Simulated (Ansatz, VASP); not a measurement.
Given: the input of a run of VASP 6.6.1 on Ni. 

INCAR

```
SYSTEM = Ni
PREC = Accurate ; ENCUT = 600
EDIFF = 1E-6 ; ISMEAR = -1
SIGMA = 0.05 ; LREAL = .False.
LASPH = .True. ; NELM = 120
ALGO = Fast ; ISIF = 3
LWAVE = .False. ; LCHARG = .False.
ISPIN = 2 ; MAGMOM = 1
LORBIT = 11 ; LMAXMIX = 4
GGA = RP ; IBRION = 2
NSW = 40 ; EDIFFG = -0.005
```

The input KPOINTS:

```
Automatic mesh
0
Gamma
  13 13 13
  0 0 0
```

File POSCAR:

```
Ni
1.0
    0.0000000000      1.7375729330      1.7375729330
    1.7375729330      0.0000000000      1.7375729330
    1.7375729330      1.7375729330      0.0000000000
Ni
1
Direct
    0.0000000000      0.0000000000      0.0000000000
```

Potentials or basis: VASP PAW PBE potentials, release 64 (Ni).

The run is started by

```console
$ cat potpaw_PBE.64/Ni/POTCAR > POTCAR
$ mpirun -np 1 vasp_std > vasp.out
```

What does the same run look like in Ansatz 0.2.0? Potentials or basis there: all-electron LAPW, scalar-relativistic.

As run (cutoffs and basis follow the program's own potentials, and thresholds, step limits or extra output files can differ):

File input.yaml:

```yaml
crystal:
  lattice:
    - [0.0, 1.737572933, 1.737572933]
    - [1.737572933, 0.0, 1.737572933]
    - [1.737572933, 1.737572933, 0.0]
  atoms:
    - { symbol: Ni, position: [0.0, 0.0, 0.0], spin: 1.0 }
kpoints:
  mp_grid: { grid: [13, 13, 13] }
scf:
  occupations: { method: fermi_dirac, width: 0.05 }
hamiltonian:
  xc: rpbe
  pseudopotentials: { kind: all_electron, lapw: { basis_error: 0.001 } }
magnetization:
  spin_polarized: true
output:
  forces: true
  stress: true
relax:
  f_tol: 0.005
  max_steps: 60
  cell: {}
```

Potentials or basis: all-electron LAPW, scalar-relativistic.

The run is started by

```sh
$ ansatz run input.yaml --threads 2 --pin off --max-ram 6144MiB --backend cpu --events-out ev --progress --plain --runs-dir out
```

Both were run:

|  | VASP | Ansatz |
| --- | --- | --- |
| Relaxed volume | 11.22 Å³/atom | 11.20 Å³/atom |
| Relaxed cell | a = 2.513 Å, b = 2.513 Å, c = 2.513 Å, α = 60.00°, β = 60.00°, γ = 60.00° | a = 2.511 Å, b = 2.511 Å, c = 2.511 Å, α = 60.00°, β = 60.00°, γ = 60.00° |
| Space group after relaxing | Fm-3m (No. 225) | Fm-3m (No. 225) |
| Pressure after relaxing | 0.0 GPa | 0.0 GPa |
| Net moment | 0.63 μB per cell | 0.64 μB per cell |

VASP's potentials were made for PBE.

Where Ansatz's input types no cutoff or centring, it takes its own default and a Γ-centred mesh.

The magnetic state is the one that the start led to; the real crystal's order can differ.

Pressure is positive in compression.
